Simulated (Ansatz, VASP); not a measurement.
Given: the input of a run of Ansatz 0.2.0 on WC (Qusongite). 

File input.yaml:

```yaml
crystal:
  lattice:
    - [2.9065, 0.0, 0.0]
    - [-1.45325, 2.5171028361, 0.0]
    - [0.0, 0.0, 2.8366]
  atoms:
    - { symbol: W, position: [0.0, 0.0, 0.0] }
    - { symbol: C, position: [0.6666666667, 0.3333333333, 0.5] }
hamiltonian:
  xc: revpbe
  pseudopotentials: { kind: paw }
  dispersion: d3bj
kpoints:
  mp_grid: { grid: [10, 10, 9] }
scf:
  occupations: { method: fermi_dirac, width: 0.05 }
output:
  forces: true
  stress: true
relax:
  f_tol: 0.01
  max_steps: 40
  cell: { stress_tol: 0.05 }
```

Potentials or basis: Ansatz PAW.

Launch:

```bash
$ ansatz run input.yaml --threads 2 --pin off --max-ram 5632MiB --backend cpu --events-out ev --progress --plain --runs-dir out
```

**Question.** What does the same run look like in VASP 6.6.1? Potentials or basis there: PBE PAW files C, W_sv, 600 eV.

**Answer.** As run (cutoffs and basis follow the program's own potentials, and thresholds, step limits or extra output files can differ):

INCAR

```
PREC     = Accurate       # precision mode
ENCUT    = 600            # plane-wave cutoff, eV
EDIFF    = 1E-6           # SCF threshold, eV
ISMEAR   = -1             # smearing method
SIGMA    = 0.05           # smearing width, eV
LREAL    = False          # projectors in reciprocal space
LASPH    = True           # aspherical terms in the spheres
NELM     = 60             # most SCF steps
ALGO     = Normal         # electronic algorithm
ISIF     = 3              # what is computed and relaxed
LWAVE    = False          # write WAVECAR
LCHARG   = False          # write CHGCAR
GGA      = RE             # functional
IVDW     = 12             # dispersion correction
IBRION   = 2              # ionic algorithm
NSW      = 60             # ionic steps
EDIFFG   = -0.005         # ionic threshold
```

File KPOINTS:

```
Automatic mesh
0
Gamma
  10 10 9
```

POSCAR

```
WC
1.0
    2.9065000000      0.0000000000      0.0000000000
   -1.4532500000      2.5171028361      0.0000000000
    0.0000000000      0.0000000000      2.8366000000
W C
1 1
Direct
    0.0000000000      0.0000000000      0.0000000000
    0.6666666667      0.3333333333      0.5000000000
```

Potentials or basis: VASP PAW PBE potentials, release 64 (W_sv, C).

Run with:

```console
$ cat potpaw_PBE.64/W_sv/POTCAR potpaw_PBE.64/C/POTCAR > POTCAR
$ mpirun -np 1 vasp_std > vasp.out
```

Both were run:

|  | Ansatz | VASP |
| --- | --- | --- |
| Relaxed volume | 10.24 Å³/atom | 10.27 Å³/atom |
| Relaxed cell | a = 2.893 Å, b = 2.893 Å, c = 2.826 Å, α = 90.00°, β = 90.00°, γ = 120.00° | a = 2.896 Å, b = 2.896 Å, c = 2.829 Å, α = 90.00°, β = 90.00°, γ = 120.00° |
| Space group after relaxing | P-6m2 (No. 187) | P-6m2 (No. 187) |
| Pressure after relaxing | 0.0 GPa | 0.0 GPa |

Ansatz's pressure holds a Pulay term of +0.30 GPa for its cutoff of 420 eV, which the other run lacks.

Ansatz's potentials were made for PBE. VASP's potentials were made for PBE.

Where Ansatz's input types no cutoff or centring, it takes its own default and a Γ-centred mesh.

Pressure is positive in compression.
